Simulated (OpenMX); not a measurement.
**W2C: band structure with PBE**

W2C:

```
W C
1.0
     3.07005    0.00000    0.00000
    -1.53502    2.65874    0.00000
     0.00000    0.00000    4.67843
W C
2 1
Direct
  0.66667 0.33333 0.25367
  0.33333 0.66667 0.74633
  0.00000 0.00000 0.00000
```

The cell comes from a database or a generator and needn't be the stable form of this composition.

* Program: OpenMX 3.8.5
* Task: band structure
* Functional: PBE
* Potentials or basis: OpenMX 2013 PBE set, W7.0-s3p2d2f1, C6.0-s2p2d1, grid cutoff 400 Ry
* k mesh: 7 × 7 × 5
* Occupations: fermi-dirac, width 0.05 eV
* Spin: non-collinear spin, zero start, spin-orbit coupling
* Starting moments: [[0.0, 0.0, 0.0], [0.0, 0.0, 0.0], [0.0, 0.0, 0.0]] μB
* Mixing scheme: rmm-diisk
* SCF threshold: 1e-07 Ha
* Solver: band
* Max SCF cycles: 100

The largest force is 0.392 eV/Å. The band gap along the path is none (metal or under the smearing width). The net moment is 0.00 μB per cell.

Forces on the atoms (eV/Å):
```
W   -0.007  0.012  0.392
W    0.007 -0.012 -0.392
C    0.000  0.000  0.000
```

Levels at the corners of the path, in eV from the Fermi level:
| point | band 24 | band 25 | band 26 | band 27 | band 28 | band 29 | band 30 | band 31 | band 32 | band 33 |
| --- | --- | --- | --- | --- | --- | --- | --- | --- | --- | --- |
| Γ | -1.78 | -1.77 | -1.77 | -1.10 | -1.10 | -1.00 | -1.00 | -0.85 | -0.85 | 0.46 |
| M | -3.47 | -1.85 | -1.85 | 1.27 | 1.27 | 2.24 | 2.24 | 2.41 | 2.41 | 2.98 |
| K | -3.62 | -3.57 | -3.57 | 0.82 | 0.82 | 0.86 | 0.86 | 1.99 | 1.99 | 2.29 |
| Γ | -1.78 | -1.77 | -1.77 | -1.10 | -1.10 | -1.00 | -1.00 | -0.85 | -0.85 | 0.46 |
| A | -2.85 | -2.54 | -2.54 | -2.13 | -2.13 | 0.92 | 0.92 | 1.09 | 1.09 | 1.57 |
| L | -2.69 | -2.52 | -2.52 | -0.53 | -0.53 | 0.17 | 0.17 | 1.93 | 1.93 | 2.45 |
| H | -2.88 | -2.79 | -2.79 | -0.51 | -0.51 | 0.44 | 0.44 | 0.45 | 0.45 | 3.27 |
| A|L | -2.85 | -2.54 | -2.54 | -2.13 | -2.13 | 0.92 | 0.92 | 1.09 | 1.09 | 1.57 |
| M|K | -3.47 | -1.85 | -1.85 | 1.27 | 1.27 | 2.24 | 2.24 | 2.41 | 2.41 | 2.98 |
| H | -2.88 | -2.79 | -2.79 | -0.51 | -0.51 | 0.44 | 0.44 | 0.45 | 0.45 | 3.27 |

It took 7.1 min on 1 thread of Arm Neoverse V2, with other jobs on the host, peak memory 1.2 GiB.

Caveat: total energies with and without spin-orbit coupling shouldn't be compared in this program; the basis of atomic orbitals isn't converged, which shifts pressures, moduli and gaps.
